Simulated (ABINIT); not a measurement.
Here is an ABINIT 10.8.3 (patched build) calculation.

The input run.abi:

```
pp_dirpath "./"
pseudos "Ti.upf"

acell 3*1.0
rprim
     5.5746920676     0.0000000000     0.0000000000
    -2.7873460338     4.8278249489     0.0000000000
     0.0000000000     0.0000000000     8.8439182632
ntypat 1
znucl 22
natom 2
typat 1 1
xred
     0.6666666667     0.3333333333     0.7500000000
     0.3333333333     0.6666666667     0.2500000000

ecut 35.0

kptopt 1
ngkpt 8 8 4
nshiftk 1
shiftk 0.0 0.0 0.0

ixc 11

nband 16
occopt 3
tsmear 0.05 eV

nstep 100
tolvrs 1.0e-10

iomode 3
prtwf 0
prtden 0
prteig 0
prtebands 0
```

Potentials or basis: PseudoDojo NC SR PBE v0.4.1 standard.

Launch:

```console
$ mpirun --bind-to none -np 4 abinit run.abi > log 2>&1
```

**Question.** Estimate the band gap on the k mesh.

**Answer.** None (metal or under the smearing width).
